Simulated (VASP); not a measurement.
A run of VASP 6.6.1 is set up as follows.

Contents of INCAR:

```
SYSTEM = ZnS
ALGO = Fast ; EDIFF = 1E-7
ENCUT = 520 ; GGA = PE
ISIF = 2 ; ISMEAR = 0
LASPH = .True. ; LCHARG = .True.
LELF = .True. ; LREAL = .False.
LVHAR = .True. ; LWAVE = .False.
NBANDS = 26 ; NELM = 100
PREC = Accurate ; SIGMA = 0.01
```

Contents of KPOINTS:

```
k-points
0
Gamma
  6 6 4
  0 0 0
```

File POSCAR:

```
ZnS
1.0
    3.5895904813      0.0000000000      0.0000000000
   -1.7947952406      3.1086765460      0.0000000000
    0.0000000000      0.0000000000      5.8799973210
Zn S
2 2
Direct
    0.0000000000      0.0000000000      0.0000000000
    0.0000000000      0.0000000000      0.5000000000
    0.3333333333      0.6666666667      0.2500000000
    0.6666666667      0.3333333333      0.7500000000
```

Potentials or basis: VASP PAW PBE potentials, release 64 (Zn, S).

Command:

```console
$ cat potpaw_PBE.64/Zn/POTCAR potpaw_PBE.64/S/POTCAR > POTCAR
$ mpirun -np 1 vasp_std > vasp.out
```

Task: Estimate the band gap on the k mesh.

Result: 0.37 eV, indirect (least direct gap 1.68 eV).

Task: What does it give for the pressure?

Result: 2.6 GPa.

Stress tensor (GPa, compression positive):
```
2.71 0.00 0.00
0.00 2.71 0.00
0.00 0.00 2.33
```

A k mesh can miss the band edges.
